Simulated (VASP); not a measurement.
# AgCl (Pm-3m) in VASP: a series of runs

Runs on AgCl. Level: PBE. Tasks: single point.

Everything below comes from runs of VASP 6.6.1. Logs are shortened: lines on timing, memory, paths and dates and some standing lists are left out, and cuts for length are marked.

## Step 1: The crystal as given

The structure is cubic, space group Pm-3m (No. 221). Conventional cell: a = 3.434 Å, b = 3.434 Å, c = 3.434 Å, α = 90.00°, β = 90.00°, γ = 90.00°. Ag (site symmetry m-3m) has 8 Cl at 2.97 Å as nearest neighbours. Cl (site symmetry m-3m) is surrounded by 8 Ag at 2.97 Å.

Measurements of this composition are mostly on another form, of space group No. 225.

## Step 2: Single point, PBE

Input file INCAR:

```
PREC     = Accurate       # precision mode
ENCUT    = 400            # plane-wave cutoff, eV
EDIFF    = 1E-6           # SCF threshold, eV
ISMEAR   = 0              # smearing method
SIGMA    = 0.05           # smearing width, eV
LREAL    = F              # projectors in reciprocal space
LASPH    = T              # aspherical terms in the spheres
NELM     = 100            # most SCF steps
ALGO     = Normal         # electronic algorithm
ISIF     = 2              # what is computed and relaxed
LWAVE    = F              # write WAVECAR
LCHARG   = F              # write CHGCAR
GGA      = PE             # functional
ADDGRID  = F
```

Input file KPOINTS:

```
Automatic mesh
0
Gamma
  6 6 6
```

Input file POSCAR:

```
AgCl
1.0
    3.4339730000      0.0000000000      0.0000000000
    0.0000000000      3.4339730000      0.0000000000
    0.0000000000      0.0000000000      3.4339730000
Ag Cl
1 1
Direct
    0.0000000000      0.0000000000      0.0000000000
    0.5000000000      0.5000000000      0.5000000000
```

Potentials or basis: VASP PAW PBE potentials, release 64 (Ag, Cl).

Command:

```bash
cat potpaw_PBE.64/Ag/POTCAR potpaw_PBE.64/Cl/POTCAR > POTCAR
mpirun -np 1 vasp_std > vasp.out
```

OUTCAR:

```text
PREC = Accurate
   ENCUT = 400
   EDIFF = 1E-6
   ISMEAR = 0
   LREAL = F
   LASPH = T
   NELM = 100
   ISIF = 2
   GGA = PE

 Found     20 irreducible k-points:

 Following reciprocal coordinates:
            Coordinates               Weight
  0.000000  0.000000  0.000000      1.000000
  0.166667  0.000000  0.000000      6.000000
  0.333333  0.000000  0.000000      6.000000
  0.500000  0.000000  0.000000      3.000000
  0.166667  0.166667  0.000000     12.000000
  0.333333  0.166667  0.000000     24.000000
   k-points           NKPTS =     20   k-points in BZ     NKDIM =     20   number of bands    NBANDS=     13
   number of dos      NEDOS =    301   number of ions     NIONS =      2
   total plane-waves  NPLWV =  13824
   dimension x,y,z NGX =    24 NGY =   24 NGZ =   24
   dimension x,y,z NGXF=    48 NGYF=   48 NGZF=   48
   ions per type =               1   1
   NGX,Y,Z   is equivalent  to a cutoff of  11.62, 11.62, 11.62 a.u.
   NGXF,Y,Z  is equivalent  to a cutoff of  23.24, 23.24, 23.24 a.u.
 SYSTEM =  unknown system
   PREC   = accura    normal or accurate (medium, high low for compatibility)
   ISTART =      0    job   : 0-new  1-cont  2-samecut
   ICHARG =      2    charge: 1-file 2-atom 10-const
   ISPIN  =      1    spin polarized calculation?
   LNONCOLLINEAR =      F non collinear calculations
   LSORBIT =      F    spin-orbit coupling
   LASPH  =      T    aspherical Exc in radial PAW
   ENCUT  =  400.0 eV  29.40 Ry    5.42 a.u.   5.60  5.60  5.60*2*pi/ulx,y,z
   NELM   =    100;   NELMIN=  2; NELMDL= -5     # of ELM steps
   EDIFF  = 0.1E-05   stopping-criterion for ELM
   LREAL  =      F    real-space projection
   EDIFFG = 0.1E-04   stopping-criterion for IOM
   NSW    =      0    number of steps for IOM
   IBRION =     -1    ionic relax: 0-MD 1-quasi-New 2-CG
   NFREE  =      0    steps in history (QN), initial steepest desc. (CG)
   ISIF   =      2    stress and relaxation
   ISYM   =      2    0-nonsym 1-usesym 2-fastsym
   POTIM  = 0.5000    time-step for ionic-motion
   TEBEG  =    0.0;   TEEND  =   0.0 temperature during run
   PSTRESS=    0.0 pullay stress
   NELECT =      18.0000    total number of electrons
   NUPDOWN=      -1.0000    fix difference up-down
   EMIN   =  10.00;   EMAX   =-10.00  energy-range for DOS
   EFERMI =   0.00;   METHOD = LEGACY
   ISMEAR =     0;   SIGMA  =   0.05  broadening in eV -4-tet -1-fermi 0-gaus
   EFERMI_NEDOS =   21; number of points for ismear=-14 and -15
   IALGO  =     38    algorithm
   IMIX   =      4    mixing-type and parameters
     AMIX     =   0.40;   BMIX     =  1.00
     AMIX_MAG =   1.60;   BMIX_MAG =  1.00
  volume/ion in A,a.u.               =      20.25       136.63
  Fermi-wavevector in a.u.,A,eV,Ry     =   1.249402  2.361027 21.238760  1.561005
  Thomas-Fermi vector in A             =   2.383444
   LORBIT       =      0    0 simple, 1 ext, 2 COOP (PROOUT), +10 PAW based schemes
   GGA     = PE    functional components
   LHFCALC =     F    Hartree Fock is set to
   AEXX    =    0.0000 exact exchange contribution
   IVDW    =     0    specifies the selected vdW correction
   LEPSILON=     F    determine dielectric tensor
   LRPA    =     F    only Hartree local field effects (RPA)
 non-spin polarized calculation
 Gauss-broadening in eV      SIGMA  =   0.05
  energy-cutoff  :      400.00
  volume of cell :       40.49
 maximum number of plane-waves:       756
 NGX is ok and might be reduce to    24
   NGX = 11   NGY = 11   NGZ = 11

 number of electron      17.9999990 magnetization

 Free energy of the ion-electron system (eV)
  ---------------------------------------------------
  ext. energy  EPLUGINS =         0.00000000
  ---------------------------------------------------
  free energy    TOTEN  =        -5.11951249 eV

  energy without entropy =       -5.11951249  energy(sigma->0) =       -5.11951249

 E-fermi :   4.1622     XC(G=0): -10.3845

 val. band max:        3.8873643342   @ k =   0.5000   0.0000   0.0000
 cond. band min:       4.4587153558   @ k =   0.0000   0.0000   0.0000
 fundamental gap:      0.5713510217
 Fermi energy:         4.1621584032

 k-point     1 :       0.0000    0.0000    0.0000
  band No.  band energies     occupation
      1     -10.6821      2.00000
      2       1.1702      2.00000
      3       1.1702      2.00000
      4       2.1074      2.00000
      5       2.1074      2.00000
      6       2.1074      2.00000
      7       2.3873      2.00000
      8       2.3873      2.00000
      9       2.3873      2.00000
     10       4.4587      0.00000
     11      13.3233      0.00000
     12      13.3233      0.00000
     13      17.5445      0.00000

 k-point     2 :       0.1667    0.0000    0.0000
  band No.  band energies     occupation
      1     -10.5750      2.00000
      2       0.6993      2.00000
      3       1.2057      2.00000
      4       1.6046      2.00000
      5       1.6046      2.00000
      6       1.9063      2.00000
      7       2.1199      2.00000
      8       2.9857      2.00000
      9       2.9857      2.00000
     10       5.5800      0.00000
     11      13.2055      0.00000
     12      13.3211      0.00000
     13      16.2137      0.00000
[... 33 lines left out ...]
 k-point     5 :       0.1667    0.1667    0.0000
  band No.  band energies     occupation
      1     -10.4755      2.00000
      2       0.5877      2.00000
      3       0.9504      2.00000
      4       1.4341      2.00000
      5       1.5116      2.00000
      6       2.0363      2.00000
      7       2.3612      2.00000
      8       2.3850      2.00000
      9       3.2239      2.00000
     10       6.4900      0.00000
     11      13.0118      0.00000
     12      13.4826      0.00000
     13      14.7490      0.00000

 k-point     6 :       0.3333    0.1667    0.0000
  band No.  band energies     occupation
      1     -10.2622      2.00000
      2      -0.3709      2.00000
      3       0.9319      2.00000
      4       1.2885      2.00000
      5       1.4284      2.00000
      6       2.0414      2.00000
      7       2.2633      2.00000
      8       2.8786      2.00000
      9       3.5736      2.00000
     10       7.7400      0.00000
     11      11.1769      0.00000
     12      13.5537      0.00000
     13      14.4348      0.00000

 [... further k-points ...]

------------------------ aborting loop because EDIFF is reached ----------------------------------------

  FORCE on cell =-STRESS in cart. coord.  units (eV):
  Direction    XX          YY          ZZ          XY          YZ          ZX
  --------------------------------------------------------------------------------------
  -------------------------------------------------------------------------------------
  Total       -0.1061338     -0.1061338     -0.1061338      0.0000000     -0.0000000     -0.0000000
  in kB       -4.1992700     -4.1992700     -4.1992700      0.0000000     -0.0000000     -0.0000000
  external PRESSURE =      -4.1992700 kB  Pullay stress =       0.0000000 kB

 VOLUME and BASIS-vectors are now :
 -----------------------------------------------------------------------------
  energy-cutoff  :      400.00
  volume of cell :       40.49
      direct lattice vectors                 reciprocal lattice vectors
     3.433973000  0.000000000  0.000000000     0.291207881  0.000000000  0.000000000
     0.000000000  3.433973000  0.000000000     0.000000000  0.291207881  0.000000000
     0.000000000  0.000000000  3.433973000     0.000000000  0.000000000  0.291207881

 POSITION                                       TOTAL-FORCE (eV/Angst)
 -----------------------------------------------------------------------------------
      0.00000      0.00000      0.00000         0.000000      0.000000      0.000000
      1.71699      1.71699      1.71699         0.000000      0.000000      0.000000
 -----------------------------------------------------------------------------------
    total drift:                                0.000000      0.000000     -0.000000

  FREE ENERGIE OF THE ION-ELECTRON SYSTEM (eV)
  ---------------------------------------------------
  free  energy   TOTEN  =        -5.1195124913 eV

  energy  without entropy=       -5.1195124913  energy(sigma->0) =       -5.11951249
```

Wall time 4.5 s (1 thread of AMD EPYC 9R45 (Zen 5), shared host); peak memory 0.1 GiB.

These settings aren't checked as converged: the numbers below hold their error.

What came out:

* Free energy: -5.1195 eV
* Pressure: -0.4 GPa
* Band gap on the k mesh: 0.57 eV, indirect (least direct gap 2.07 eV)

## Step 3: Single point, PBE

Changes to INCAR since step 2:

```diff
@@ -1,3 +1,3 @@
 PREC     = Accurate       # precision mode
-ENCUT    = 400            # plane-wave cutoff, eV
+ENCUT    = 900            # plane-wave cutoff, eV
 EDIFF    = 1E-6           # SCF threshold, eV
```

Input file KPOINTS:

```
Automatic mesh
0
Gamma
  4 4 4
```

POSCAR is that of step 2.

Potentials or basis: VASP PAW PBE potentials, release 64 (Ag, Cl).

Command:

```bash
cat potpaw_PBE.64/Ag/POTCAR potpaw_PBE.64/Cl/POTCAR > POTCAR
mpirun -np 1 vasp_std > vasp.out
```

Run time: 8.2 s. Hardware: 1 thread of AMD EPYC 9R45 (Zen 5), shared host; peak memory 0.17 GiB.

These settings aren't checked as converged: the numbers below hold their error.

Results:

```
Free energy            : -5.0950 eV
Pressure               : 0.0 GPa
Band gap on the k mesh : 0.56 eV, indirect (least direct gap 2.05 eV)
```

Caveat: the k mesh is coarse (spacing up to 0.46 Å⁻¹), so the values aren't converged.

## Step 4: Single point, PBE

Changes to INCAR since step 3:

```diff
@@ -1,3 +1,3 @@
 PREC     = Accurate       # precision mode
-ENCUT    = 900            # plane-wave cutoff, eV
+ENCUT    = 460            # plane-wave cutoff, eV
 EDIFF    = 1E-6           # SCF threshold, eV
```

Input file KPOINTS:

```
Automatic mesh
0
Gamma
  6 6 6
```

POSCAR is that of step 3.

Command:

```bash
cat potpaw_PBE.64/Ag/POTCAR potpaw_PBE.64/Cl/POTCAR > POTCAR
mpirun -np 1 vasp_std > vasp.out
```

Wall time 5 s (1 thread of AMD EPYC 9R45 (Zen 5), shared host); peak memory 0.1 GiB.

The run converged, but some of its settings lie outside the range that counts as converged, so its numbers aren't taken as properties of the crystal.

What came out:

* Free energy: -5.1201 eV
* Pressure: -0.2 GPa
* Band gap on the k mesh: 0.57 eV, indirect (least direct gap 2.07 eV)

(Continued in part 2 of 2.)
